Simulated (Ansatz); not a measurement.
`BCC(C)=O` + `C1N[SiH2]1` → `BN1C[SiH2]1` + `CC(C)=O`  (ligand exchange at a B–C bond)

Calculated with Ansatz (gas phase, PBE0-D4/def2-TZVP geometries, no zero-point term in ΔE). CBS: MP2 limit from def2 TZ/QZ plus the TZ coupled-cluster correction, frozen cores. Functionals use def2-TZVPP. B3LYP here is the variant with VWN-RPA as its local correlation; programs differ in this. Each species was taken in one conformer, which may not be the lowest.

`BCC(C)=O`:

Cartesian coordinates in Å:
```
B -0.280 1.719 -0.430
C 0.778 0.672 0.026
C 0.480 -0.752 -0.355
C -0.600 -1.457 0.420
O 1.081 -1.292 -1.251
H 0.032 2.867 -0.546
H -1.422 1.407 -0.609
H 0.715 0.783 1.126
H 1.795 0.940 -0.266
H -0.863 -2.392 -0.071
H -1.485 -0.824 0.528
H -0.232 -1.671 1.428
```

`C1N[SiH2]1`:

```xyz
8

C     0.576   -0.743   -0.066
N    -0.578   -0.224   -0.860
Si   -0.405    0.638    0.623
H     0.466   -1.777    0.252
H     1.576   -0.514   -0.433
H    -0.355    0.151   -1.770
H     0.214    1.984    0.642
H    -1.493    0.486    1.611
```

`BN1C[SiH2]1`:

```xyz
10

B     1.092    0.326    1.317
N     0.262   -0.001    0.256
C    -0.900    0.661   -0.389
Si   -0.325   -0.959   -1.038
H     1.972   -0.432    1.613
H     0.916    1.352    1.914
H    -0.672    1.583   -0.919
H    -1.795    0.726    0.226
H    -1.039   -2.212   -0.712
H     0.489   -1.045   -2.269
```

`CC(C)=O`:

Z-matrix (Å, degrees):
```
C
C 1 1.506
H 1 1.093 2 110.6
H 1 1.094 2 109.7 3 117.5
H 1 1.088 2 110.1 3 -121.9
C 2 1.506 1 116.4 3 -53.2
O 2 1.206 1 121.8 3 126.8
H 6 1.093 2 110.6 1 -53.3
H 6 1.094 2 109.7 1 64.2
H 6 1.088 2 110.1 1 -175.2
```

```
           level  ΔE (kJ/mol)  difference from CCSD(T)/CBS
          PBE-D4       -138.6                         -0.9
       r2SCAN-D4       -138.6                         -0.9
         PBE0-D4       -138.1                         -0.4
        B3LYP-D4       -144.9                         -7.2
        BHLYP-D4       -144.8                         -7.1
    CAM-B3LYP-D4       -145.6                         -7.9
          B2PLYP       -144.1                         -6.4
        PBE-QIDH       -139.0                         -1.3
          revPBE       -137.4                          0.3
          r2SCAN       -138.7                         -1.0
           B3LYP       -145.0                         -7.3
           BHLYP       -144.5                         -6.8
CCSD(T)/def2-SVP       -156.6                        -18.9
  MP2/def2-TZVPP       -141.9                         -4.2
    HF/CBS(def2)       -142.4                         -4.7
  CCSD/CBS(def2)       -137.5                          0.2
     CCSD(T)/CBS       -137.7                            0
```

Largest T1 diagnostic among the species: 0.014.

Leaving LDA and LC-ωPBE aside and taking each functional with its dispersion term where it has one, the values, not all of them listed here, spread over 9.1 kJ/mol, from CAM-B3LYP-D4 to revPBE-D4. LDA lies −4.1 kJ/mol from PBE without D4. At CCSD(T), def2-SVP lies −18.9 kJ/mol from the extrapolated value and def2-TZVPP −2.2 kJ/mol.

CCSD(T)/CBS has its own doubt, a few kJ/mol and more with outer-core shells, so smaller differences from it don't rank the levels.
